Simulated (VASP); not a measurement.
MgO in VASP 6.6.1, single-point calculation

INCAR

```
LASPH = .TRUE.
LREAL = .FALSE.
NELM = 120
ENCUT = 520
IBRION = -1
GGA = PS
NBANDS = 16
ISMEAR = -5
EDIFF = 1E-7
ISIF = 2
NSW = 0
LWAVE = .FALSE.
LCHARG = .FALSE.
PREC = Accurate
SIGMA = 0.1
```

KPOINTS

```
KPOINTS created by Atomic Simulation Environment
0
Gamma
12 12 6
0 0 0
```

POSCAR

```
Mg O
 1.0000000000000000
     3.2882172281021651   -0.0000000000288675    0.0000000000000000
    -1.6441086140260825    2.8476796527125590    0.0000000000000000
     0.0000000000000000    0.0000000000000000    4.8329916237999999
 Mg  O
   2   2
Cartesian
  0.0000000000166667  1.8984531017987498 -0.0832378256627108
  1.6441086140594161  0.9492265508849411  2.3332579862372889
  0.0000000000166667  1.8984531017987498  1.8956096845877104
  1.6441086140594161  0.9492265508849411  4.3121054964877086
```

The recommended PBE PAW datasets give the neutral cell 16 valence electrons.

Command

```
mpirun -np 1 vasp_std
```

OSZICAR

```
N       E                     dE             d eps       ncg     rms          rms(c)
DAV:   1     0.579756796909E+02    0.57976E+02   -0.75600E+03  2440   0.887E+02
DAV:   2    -0.246810563528E+02   -0.82657E+02   -0.76609E+02  3328   0.195E+02
DAV:   3    -0.283915566013E+02   -0.37105E+01   -0.37029E+01  2816   0.429E+01
DAV:   4    -0.284063725774E+02   -0.14816E-01   -0.14816E-01  2896   0.317E+00
DAV:   5    -0.284064445684E+02   -0.71991E-04   -0.71991E-04  2824   0.211E-01    0.110E+01
DAV:   6    -0.246176499505E+02    0.37888E+01   -0.10333E+01  2432   0.244E+01    0.367E+00
DAV:   7    -0.245509385339E+02    0.66711E-01   -0.15100E-01  2440   0.310E+00    0.213E+00
DAV:   8    -0.245220854789E+02    0.28853E-01   -0.84767E-02  2640   0.315E+00    0.474E-01
DAV:   9    -0.245199122867E+02    0.21732E-02   -0.32445E-03  2968   0.511E-01    0.158E-01
DAV:  10    -0.245202187084E+02   -0.30642E-03   -0.65299E-04  2504   0.181E-01    0.141E-02
DAV:  11    -0.245202251892E+02   -0.64807E-05   -0.12415E-05  3056   0.245E-02    0.129E-02
DAV:  12    -0.245202247621E+02    0.42705E-06   -0.21522E-06  2488   0.135E-02    0.324E-03
DAV:  13    -0.245202247193E+02    0.42799E-07   -0.18227E-07  2496   0.389E-03
   1 F= -.24520225E+02 E0= -.24520225E+02  d E =0.000000E+00
```

Standard output (part)

```
POSCAR found type information on POSCAR MgO
 POSCAR found :  2 types and       4 ions
 LDA part: xc-table for (Slater+PW92), standard interpolation
 POSCAR, INCAR and KPOINTS ok, starting setup
 WAVECAR not read
 entering main loop
```

From OUTCAR

```
k-points           NKPTS =     76   k-points in BZ     NKDIM =     76   number of bands    NBANDS=     16

   NELECT =      16.0000    total number of electrons

   dimension x,y,z NGX =    24 NGY =   24 NGZ =   36
   dimension x,y,z NGXF=    48 NGYF=   48 NGZF=   72

  energy-cutoff  :      520.00
  volume of cell :       45.26
      direct lattice vectors                 reciprocal lattice vectors
     3.288217228 -0.000000000  0.000000000     0.304116161  0.175581547  0.000000000
    -1.644108614  2.847679653  0.000000000     0.000000000  0.351163095  0.000000000
     0.000000000  0.000000000  4.832991624     0.000000000  0.000000000  0.206911180

 k-points in reciprocal lattice and weights: KPOINTS created by Atomic Simulation Env
   0.00000000  0.00000000  0.00000000       0.001
   0.08333333 -0.00000000  0.00000000       0.007
   0.16666667 -0.00000000  0.00000000       0.007
   0.25000000 -0.00000000  0.00000000       0.007
   0.33333333  0.00000000  0.00000000       0.007
   0.41666667 -0.00000000  0.00000000       0.007
   0.50000000 -0.00000000  0.00000000       0.003
   0.08333333  0.08333333  0.00000000       0.007
   ...

 E-fermi :   1.4366

 k-point     1 :       0.0000    0.0000    0.0000
  band No.  band energies     occupation
      1     -15.0648      2.00000
      2     -14.1117      2.00000
      3      -2.1580      2.00000
      4       0.3844      2.00000
      5       0.3844      2.00000
      6       0.7864      2.00000
      7       0.7864      2.00000
      8       1.3795      2.00000
      9       4.8511      0.00000
     10      10.0582      0.00000
     11      11.9970      0.00000
     12      15.3417      0.00000
     13      15.3417      0.00000
     14      17.3471      0.00000
     15      17.8970      0.00000
     16      17.8970      0.00000

 k-point     2 :       0.0833   -0.0000    0.0000
  band No.  band energies     occupation
      1     -15.0269      2.00000
      2     -14.1006      2.00000
      3      -2.0893      2.00000
      4       0.2186      2.00000
      5       0.3337      2.00000
      6       0.5541      2.00000
      7       0.7970      2.00000
      8       1.3497      2.00000
      9       5.1934      0.00000
     10      10.2555      0.00000
     11      11.9213      0.00000
     12      14.4483      0.00000
     13      15.4654      0.00000
     14      17.3230      0.00000
     15      17.8620      0.00000
     16      17.9463      0.00000

 k-point     3 :       0.1667   -0.0000    0.0000
  band No.  band energies     occupation
      1     -14.9190      2.00000
      2     -14.0728      2.00000
      3      -1.8898      2.00000
      4      -0.2867      2.00000
      5       0.1337      2.00000
      6       0.2132      2.00000
      7       0.8088      2.00000
      8       1.2552      2.00000
      9       6.0001      0.00000
     10      10.7007      0.00000
     11      11.7293      0.00000
     12      13.2247      0.00000
     13      15.7784      0.00000
     14      16.0252      0.00000
     15      17.0487      0.00000
     16      17.1333      0.00000

 ...

  Total        1.5302221      1.5302221      1.1826321      0.0000000      0.0000000      0.0000000
  in kB       54.1748063     54.1748063     41.8689988      0.0000000      0.0000000      0.0000000
  external PRESSURE =      50.0728705 kB  Pullay stress =       0.0000000 kB

 POSITION                                       TOTAL-FORCE (eV/Angst)
 -----------------------------------------------------------------------------------
      0.00000      1.89845      4.74975         0.000000     -0.000000     -0.018615
      1.64411      0.94923      2.33326        -0.000000      0.000000     -0.018615
      0.00000      1.89845      1.89561        -0.000000     -0.000000      0.018615
      1.64411      0.94923      4.31211        -0.000000      0.000000      0.018615
 -----------------------------------------------------------------------------------
    total drift:                               -0.000000     -0.000000     -0.000047

  FREE ENERGIE OF THE ION-ELECTRON SYSTEM (eV)
  ---------------------------------------------------
  free  energy   TOTEN  =       -24.5202247193 eV

  energy  without entropy=      -24.5202247193  energy(sigma->0) =      -24.52022472
```

It converged. Results: gap between bands v and c on the k mesh 3.47 eV; least direct gap on the k mesh 3.47 eV; pressure 5.0 GPa; largest force 0.02 eV/Å. Band v is the last that the valence electrons fill when counted band by band, and c is the next.

For comparison, a separate PBE run of the intended cell, on usual settings and not on those above, gives a gap of 3.59 eV on its mesh and a pressure of 8.2 GPa.

The run above took about 35 s on one core of a shared host (Intel Xeon Platinum 8488C) and held 0.19 GiB at most.
